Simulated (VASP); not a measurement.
## W: relaxation of cell and atoms with PBEsol+D3(BJ)

The system is W.

```
CELL_PARAMETERS angstrom
-1.58234 1.58234 1.58234
1.58234 -1.58234 1.58234
1.58234 1.58234 -1.58234
ATOMIC_POSITIONS crystal
W 0.00000 0.00000 0.00000
```

| Item | Value |
| --- | --- |
| Program | VASP 6.6.1 |
| Task | relaxation of cell and atoms |
| Functional | PBEsol |
| Dispersion | D3(BJ) |
| Potentials or basis | VASP PAW PBE potentials, release 64 (W_sv) |
| Cutoff | 600 eV |
| k mesh | 12 × 12 × 12 |
| Occupations | fermi-dirac, width 0.05 eV |
| Spin | no spin polarisation |
| Further INCAR settings | ALGO = Fast; EDIFF = 1e-06; IBRION = 2; EDIFFG = -0.02; NSW = 40; ISIF = 3 |

The relaxed volume is 15.36 Å³/atom and the relaxed cell is a = 2.713 Å, b = 2.713 Å, c = 2.713 Å, α = 109.47°, β = 109.47°, γ = 109.47°. The space group after relaxing (to 0.05 Å) is Im-3m (No. 229) and the energy gained by relaxing is 15.5 meV/atom. The ionic steps are 4. The pressure after relaxing is -0.1 GPa. The band gap on the k mesh is none (metal or under the smearing width) and the dispersion energy per atom is -0.767 eV.

The path:
```tsv
step	energy change (eV)	largest force (eV/Å)	pressure (GPa)	volume (Å³)
1	0.0000	0.0000	-9.85	15.85
2	0.2046	0.0000	47.45	13.72
3	-0.0154	0.0000	-0.37	15.38
4	-0.0155	0.0000	-0.08	15.36
```

Final structure:
```
W
1.0
    -1.56607    1.56607    1.56607
     1.56607   -1.56607    1.56607
     1.56607    1.56607   -1.56607
W
1
Direct
  0.00000 0.00000 0.00000
```

Levels at points of the mesh, in eV from the Fermi level:
```csv
k point,band 5,band 6,band 7,band 8,band 9,band 10
"(0.00, 0.00, 0.00)",-9.77,-1.23,-1.23,-1.23,2.37,2.37
"(0.50, 0.00, 0.00)",-6.44,-3.67,0.87,2.29,3.30,6.51
"(0.50, 0.50, 0.50)",-6.05,-6.05,5.47,5.47,5.47,8.57
```

Wall time 18 s on 1 thread of Intel(R) Xeon(R) 6975P-C (Granite Rapids) (shared host), peak memory 0.16 GiB.

Caveat: the PAW data sets were made with another functional, which shifts forces and pressure a little; pairwise dispersion overbinds metals, which lowers pressure and volume. Spin-orbit coupling is left out, which matters for the levels of W.
